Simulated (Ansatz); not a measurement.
Basis-set extrapolation for C₅H₈ (PBE0-D4/def2-TZVP geometry, frozen core, the Gaussian-basis code of Ansatz). Multiplicity 1, RHF reference.

|  | def2-TZVPP | def2-QZVPP |
| --- | --- | --- |
| HF | -193.988636 | -193.997259 |
| MP2 correlation | -0.837108 | -0.888607 |
| CCSD(T) correlation | -0.914700 | not run |

Energies in hartree. Use E(X) = E(∞) + A·exp(−7.88·√X) for Hartree–Fock and E(X) = E(∞) + B·X^(−2.97) for correlation, with X = 3 and 4, and add CCSD(T) minus MP2 of the smaller set to the MP2 limit.

What is the CCSD(T) energy at the basis-set limit?

HF limit: -193.997259 + (-0.008623) × 0.13774 = -193.99845. MP2 limit: -0.888607 + (-0.051499) × 0.74074 = -0.92675. Higher-order term: -0.914700 − (-0.837108) = -0.07759. Total: -195.00279 hartree, 261.1 kJ/mol below CCSD(T)/def2-TZVPP.
